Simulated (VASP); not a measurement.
Here is a VASP 6.6.1 calculation.

INCAR

```
SYSTEM = MnS
ALGO     = Normal         ! electronic algorithm
EDIFF    = 1E-6           ! SCF threshold, eV
ENCUT    = 520            ! plane-wave cutoff, eV
ISIF     = 2              ! what is computed and relaxed
ISMEAR   = 0              ! smearing method
ISPIN    = 2              ! spin polarisation
LASPH    = .True.         ! aspherical terms in the spheres
LCHARG   = .False.        ! write CHGCAR
LDAU     = .True.         ! DFT+U
LDAUJ    = 0 0          
LDAUL    = 2 -1           ! shell
LDAUPRINT= 1            
LDAUTYPE = 2            
LDAUU    = 3 0            ! U, eV
LMAXMIX  = 4              ! l up to which the mixer works
LMIXTAU  = .True.       
LORBIT   = 11             ! projections on sites
LREAL    = .False.        ! projectors in reciprocal space
LWAVE    = .False.        ! write WAVECAR
MAGMOM   = 4 -4 0 0       ! initial moments
METAGGA  = R2SCAN         ! meta-GGA
NBANDS   = 31             ! bands
NELM     = 150            ! most SCF steps
PREC     = Accurate       ! precision mode
SIGMA    = 0.05           ! smearing width, eV
```

Contents of KPOINTS:

```
k-points
0
Gamma
  5 5 4
  0 0 0
```

File POSCAR:

```
MnS
1.0
    4.3056791600      0.0000000000      0.0000000000
    0.0000000000      4.3056791600      0.0000000000
    0.0000000000      0.0000000000      5.3605806400
Mn S
2 2
Direct
    0.0000000000      0.5000000000      0.0000000000
    0.5000000000      0.0000000000      0.5000000000
    0.0000000000      0.0000000000      0.2500000000
    0.0000000000      0.0000000000      0.7500000000
```

Potentials or basis: VASP PAW PBE potentials, release 64 (Mn_pv, S).

Run with:

```sh
$ cat potpaw_PBE.64/Mn_pv/POTCAR potpaw_PBE.64/S/POTCAR > POTCAR
$ mpirun -np 1 vasp_std > vasp.out
```

Predict the site moments.

Mn +4.54, -4.54; S +0.00 μB.

Predict the band gap on the k mesh.

none (metal or under the smearing width).

Predict the pressure.

1.0 GPa.

Predict the net moment.

0.00 μB per cell.

Stress tensor (GPa, compression positive):
```
-6.67  0.00  0.00
 0.00 -6.67  0.00
 0.00  0.00 16.37
```

Caveat: the PAW data sets were made with another functional, which shifts forces and pressure a little. The state reached can hang on the start; a lower one may exist.
